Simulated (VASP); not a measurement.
# Bi (Im-3m) in VASP: notebook

Aim: see how the results for Bi move with the level of theory and the settings. Levels: r2SCAN, PBE+D3(BJ). Tasks: relaxation of the atoms, relaxation of cell and atoms.

All numbers are computed with VASP 6.6.1; they aren't measurements. Logs are shortened: lines on timing, memory, paths and dates and some standing lists are left out, and cuts for length are marked.

### 1 Starting point

Symmetry: Im-3m, No. 229, cubic system. Conventional cell: a = 3.963 Å, b = 3.963 Å, c = 3.963 Å, α = 90.00°, β = 90.00°, γ = 90.00°. Bi (site symmetry m-3m) has 8 Bi at 3.43 Å as nearest neighbours.

This isn't the form of Bi at room conditions, which is rhombohedral.

### 2 Relaxation of the atoms, r2SCAN (a relaxed cell with its volume scaled by 1.06)

Contents of INCAR:

```
ALGO = Normal
EDIFF = 1E-7
EDIFFG = -0.01
ENCUT = 600
IBRION = 2
ISIF = 2
ISMEAR = 1
LASPH = T
LCHARG = F
LMIXTAU = T
LREAL = F
LWAVE = F
METAGGA = R2SCAN
NELM = 80
NSW = 40
PREC = Accurate
SIGMA = 0.1
```

Contents of KPOINTS:

```
k-points
0
Gamma
  14 14 14
```

Contents of POSCAR:

```
Bi                                      
1.0
   -2.0196021312      2.0196021312      2.0196021312
    2.0196021312     -2.0196021312      2.0196021312
    2.0196021312      2.0196021312     -2.0196021312
  Bi            
     1
Direct
     0.0000000000000000    0.0000000000000000    0.0000000000000000
```

Potentials or basis: VASP PAW PBE potentials, release 64 (Bi_d).

The run is started by

```
$ cat potpaw_PBE.64/Bi_d/POTCAR > POTCAR
$ mpirun -np 1 vasp_std > vasp.out
```

OUTCAR:

```text
EDIFF = 1E-7
   EDIFFG = -0.01
   ENCUT = 600
   IBRION = 2
   ISIF = 2
   ISMEAR = 1
   LASPH = T
   LREAL = F
   METAGGA = R2SCAN
   NELM = 80
   NSW = 40
   PREC = Accurate

 ion  position               nearest neighbor table
   1  0.000  0.000  0.000-

  LATTYP: Found a body centered cubic cell.
 ALAT       =     4.0392042624

  Lattice vectors:

 A1 = (  -2.0196021312,   2.0196021312,   2.0196021312)
 A2 = (   2.0196021312,  -2.0196021312,   2.0196021312)
 A3 = (   2.0196021312,   2.0196021312,  -2.0196021312)

Analysis of symmetry for initial positions (statically):
=====================================================================
 Subroutine PRICEL returns:
 Original cell was already a primitive cell.

 Routine SETGRP: Setting up the symmetry group for a
 body centered cubic supercell.

 Subroutine GETGRP returns: Found 48 space group operations
 (whereof 48 operations were pure point group operations)
 out of a pool of 48 trial point group operations.

The static configuration has the point symmetry O_h .

Analysis of symmetry for dynamics (positions and initial velocities):
=====================================================================
 Subroutine PRICEL returns:
 Original cell was already a primitive cell.

 Routine SETGRP: Setting up the symmetry group for a
 body centered cubic supercell.

 Subroutine GETGRP returns: Found 48 space group operations
 (whereof 48 operations were pure point group operations)
 out of a pool of 48 trial point group operations.

The dynamic configuration has the point symmetry O_h .

 Subroutine INISYM returns: Found 48 space group operations
 (whereof 48 operations are pure point group operations),
 and found     1 'primitive' translations

----------------------------------------------------------------------------------------

                                     Primitive cell

  volume of cell :      32.9502

  direct lattice vectors                    reciprocal lattice vectors
    -2.019602131  2.019602131  2.019602131     0.000000000  0.247573516  0.247573516
     2.019602131 -2.019602131  2.019602131     0.247573516  0.000000000  0.247573516
     2.019602131  2.019602131 -2.019602131     0.247573516  0.247573516  0.000000000

  length of vectors
     3.498053502  3.498053502  3.498053502     0.350121824  0.350121824  0.350121824

  position of ions in fractional coordinates (direct lattice)
     0.000000000  0.000000000  0.000000000

  ion indices of the primitive-cell ions
   primitive index   ion index
                 1           1

----------------------------------------------------------------------------------------

 KPOINTS: k-points

Automatic generation of k-mesh.
 Grid dimensions read from file:
 generate k-points for:   14   14   14

 Generating k-lattice:

  Cartesian coordinates                     Fractional coordinates (reciprocal lattice)
     0.000000000  0.017683823  0.017683823     0.071428571  0.000000000  0.000000000
     0.017683823  0.000000000  0.017683823     0.000000000  0.071428571  0.000000000
     0.017683823  0.017683823  0.000000000     0.000000000  0.000000000  0.071428571

  Length of vectors
     0.025008702  0.025008702  0.025008702

  Shift w.r.t. Gamma in fractional coordinates (k-lattice)
     0.000000000  0.000000000  0.000000000

 Subroutine IBZKPT returns following result:
 ===========================================

 Found    104 irreducible k-points:

 Following reciprocal coordinates:
            Coordinates               Weight
  0.000000  0.000000  0.000000      1.000000
  0.071429  0.000000  0.000000     12.000000
  0.142857  0.000000  0.000000     12.000000
  0.214286  0.000000  0.000000     12.000000
  0.285714  0.000000  0.000000     12.000000
  0.357143  0.000000  0.000000     12.000000
[... 16 lines left out ...]
  0.285714  0.285714  0.000000     24.000000
  0.357143  0.285714  0.000000     24.000000
 [... further k-points ...]
   k-points           NKPTS =    104   k-points in BZ     NKDIM =    104   number of bands    NBANDS=     11
   number of dos      NEDOS =    301   number of ions     NIONS =      1
   total plane-waves  NPLWV =  21952
   dimension x,y,z NGX =    28 NGY =   28 NGZ =   28
   dimension x,y,z NGXF=    56 NGYF=   56 NGZF=   56
   ions per type =               1
   NGX,Y,Z   is equivalent  to a cutoff of  13.31, 13.31, 13.31 a.u.
   NGXF,Y,Z  is equivalent  to a cutoff of  26.61, 26.61, 26.61 a.u.
 SYSTEM =  unknown system
   PREC   = accura    normal or accurate (medium, high low for compatibility)
   ISTART =      0    job   : 0-new  1-cont  2-samecut
   ICHARG =      2    charge: 1-file 2-atom 10-const
   ISPIN  =      1    spin polarized calculation?
   LNONCOLLINEAR =      F non collinear calculations
   LSORBIT =      F    spin-orbit coupling
   LASPH  =      T    aspherical Exc in radial PAW
   ENCUT  =  600.0 eV  44.10 Ry    6.64 a.u.   6.99  6.99  6.99*2*pi/ulx,y,z
   NELM   =     80;   NELMIN=  2; NELMDL= -5     # of ELM steps
   EDIFF  = 0.1E-06   stopping-criterion for ELM
   LREAL  =      F    real-space projection
   EDIFFG = -.1E-01   stopping-criterion for IOM
   NSW    =     40    number of steps for IOM
   IBRION =      2    ionic relax: 0-MD 1-quasi-New 2-CG
   NFREE  =      1    steps in history (QN), initial steepest desc. (CG)
   ISIF   =      2    stress and relaxation
   ISYM   =      2    0-nonsym 1-usesym 2-fastsym
   POTIM  = 0.5000    time-step for ionic-motion
   TEBEG  =    0.0;   TEEND  =   0.0 temperature during run
   PSTRESS=    0.0 pullay stress
   NELECT =      15.0000    total number of electrons
   NUPDOWN=      -1.0000    fix difference up-down
   EMIN   =  10.00;   EMAX   =-10.00  energy-range for DOS
   EFERMI =   0.00;   METHOD = LEGACY
   ISMEAR =     1;   SIGMA  =   0.10  broadening in eV -4-tet -1-fermi 0-gaus
   EFERMI_NEDOS =   21; number of points for ismear=-14 and -15
   IALGO  =     38    algorithm
   IMIX   =      4    mixing-type and parameters
     AMIX     =   0.40;   BMIX     =  1.00
     AMIX_MAG =   1.60;   BMIX_MAG =  1.00
  volume/ion in A,a.u.               =      32.95       222.36
  Fermi-wavevector in a.u.,A,eV,Ry     =   1.259368  2.379861 21.578957  1.586009
  Thomas-Fermi vector in A             =   2.392932
   LORBIT       =      0    0 simple, 1 ext, 2 COOP (PROOUT), +10 PAW based schemes
   METAGGA = R2SCAN    functional components
   LHFCALC =     F    Hartree Fock is set to
   AEXX    =    0.0000 exact exchange contribution
   IVDW    =     0    specifies the selected vdW correction
   LEPSILON=     F    determine dielectric tensor
   LRPA    =     F    only Hartree local field effects (RPA)
 conjugate gradient relaxation of ions
 non-spin polarized calculation
 Methfessel and Paxton  Order N= 1 SIGMA  =   0.10
  energy-cutoff  :      600.00
  volume of cell :       32.95
 maximum number of plane-waves:      1144
   NGX = 13   NGY = 13   NGZ = 13

 number of electron      15.0000006 magnetization

 Free energy of the ion-electron system (eV)
  ---------------------------------------------------
  ext. energy  EPLUGINS =         0.00000000
  ---------------------------------------------------
  free energy    TOTEN  =       -58.24555157 eV

  energy without entropy =      -58.24538433  energy(sigma->0) =      -58.24549583

 E-fermi :   7.0507     XC(G=0): -10.7601

 val. band max:        7.0398421610   @ k =  -0.4286   0.4286   0.2143
 cond. band min:       7.0563506443   @ k =   0.5000   0.5000   0.2857
 fundamental gap:      0.0165084832
 Fermi energy:         7.0506776495

 k-point     1 :       0.0000    0.0000    0.0000
  band No.  band energies     occupation
      1     -16.5716      2.00000
      2     -16.5716      2.00000
      3     -16.5716      2.00000
      4     -16.4532      2.00000
      5     -16.4532      2.00000
      6      -6.5950      2.00000
      7      12.0565      0.00000
      8      12.0565      0.00000
      9      12.0565      0.00000
     10      16.5088      0.00000
     11      18.3996      0.00000

 k-point     2 :       0.0714    0.0000    0.0000
  band No.  band energies     occupation
      1     -16.5733      2.00000
      2     -16.5684      2.00000
      3     -16.5621      2.00000
      4     -16.4553      2.00000
      5     -16.4537      2.00000
      6      -6.5034      2.00000
      7      11.1229      0.00000
      8      11.7767      0.00000
      9      11.9881      0.00000
     10      16.9448      0.00000
     11      17.6248      0.00000

 k-point     3 :       0.1429    0.0000    0.0000
  band No.  band energies     occupation
      1     -16.5782      2.00000
      2     -16.5599      2.00000
      3     -16.5355      2.00000
      4     -16.4607      2.00000
      5     -16.4549      2.00000
      6      -6.2314      2.00000
      7       9.2842      0.00000
      8      11.1092      0.00000
      9      11.7912      0.00000
     10      15.9751      0.00000
     11      16.8223      0.00000

 k-point     4 :       0.2143    0.0000    0.0000
  band No.  band energies     occupation
      1     -16.5853      2.00000
      2     -16.5498      2.00000
      3     -16.4968      2.00000
      4     -16.4667      2.00000
      5     -16.4567      2.00000
      6      -5.7896      2.00000
      7       7.3063     -0.00180
      8      10.3304      0.00000
      9      11.5021      0.00000
     10      15.0491      0.00000
     11      16.1541      0.00000
[... 239 lines left out ...]
 k-point    22 :       0.3571    0.2143    0.0000
  band No.  band energies     occupation
      1     -16.5814      2.00000
      2     -16.5181      2.00000
      3     -16.4742      2.00000
      4     -16.4590      2.00000
      5     -16.4071      2.00000
      6      -3.4289      2.00000
      7       2.9901      2.00000
      8       5.7500      2.00000
      9       9.6474      0.00000
     10      15.3218      0.00000
     11      18.0067      0.00000

 k-point    23 :       0.2857    0.2857    0.0000
  band No.  band energies     occupation
      1     -16.5774      2.00000
      2     -16.5077      2.00000
      3     -16.4789      2.00000
      4     -16.4571      2.00000
      5     -16.4171      2.00000
      6      -3.4010      2.00000
      7       3.4195      2.00000
      8       5.0441      2.00000
      9       9.5822      0.00000
     10      15.7529      0.00000
     11      17.5897      0.00000

 k-point    24 :       0.3571    0.2857    0.0000
  band No.  band energies     occupation
      1     -16.5764      2.00000
      2     -16.5002      2.00000
      3     -16.4840      2.00000
      4     -16.4476      2.00000
      5     -16.4249      2.00000
      6      -3.2376      2.00000
      7       3.4808      2.00000
      8       4.5299      2.00000
      9       9.5118      0.00000
     10      15.8580      0.00000
     11      18.0920      0.00000

 [... further k-points ...]

------------------------ aborting loop because EDIFF is reached ----------------------------------------

  FORCE on cell =-STRESS in cart. coord.  units (eV):
  Direction    XX          YY          ZZ          XY          YZ          ZX
  --------------------------------------------------------------------------------------
  -------------------------------------------------------------------------------------
  Total       -0.5798453     -0.5798453     -0.5798453      0.0000000     -0.0000000      0.0000000
  in kB      -28.1945553    -28.1945553    -28.1945553      0.0000000     -0.0000000      0.0000000
  external PRESSURE =     -28.1945553 kB  Pullay stress =       0.0000000 kB

 VOLUME and BASIS-vectors are now :
 -----------------------------------------------------------------------------
  energy-cutoff  :      600.00
  volume of cell :       32.95
      direct lattice vectors                 reciprocal lattice vectors
    -2.019602131  2.019602131  2.019602131     0.000000000  0.247573516  0.247573516
     2.019602131 -2.019602131  2.019602131     0.247573516  0.000000000  0.247573516
     2.019602131  2.019602131 -2.019602131     0.247573516  0.247573516  0.000000000

 POSITION                                       TOTAL-FORCE (eV/Angst)
 -----------------------------------------------------------------------------------
      0.00000      0.00000      0.00000        -0.000000      0.000000      0.000000
 -----------------------------------------------------------------------------------
    total drift:                               -0.000000     -0.000000     -0.000000

  FREE ENERGIE OF THE ION-ELECTRON SYSTEM (eV)
  ---------------------------------------------------
  free  energy   TOTEN  =       -58.2455515748 eV

  energy  without entropy=      -58.2453843296  energy(sigma->0) =      -58.24549583

 reached required accuracy - stopping structural energy minimisation
```

Wall time 88 s (1 thread of Intel Xeon 6975P-C (Granite Rapids), shared host); peak memory 0.19 GiB.

Results:

```yaml
Free_energy: -58.2456 eV
Pressure_after_relaxing: -2.8 GPa
Band_gap_on_the_k_mesh: none (metal or under the smearing width)
```

Final structure:
```
Bi
1.0
    -2.01960    2.01960    2.01960
     2.01960   -2.01960    2.01960
     2.01960    2.01960   -2.01960
Bi
1
Direct
  0.00000 0.00000 0.00000
```

Caveat: the relaxation stopped at its first step, so nothing moved; the PAW data sets were made with another functional, which shifts forces and pressure a little; spin-orbit coupling is left out, which moves the levels of the heavy elements.

[end of part 1 of 2]
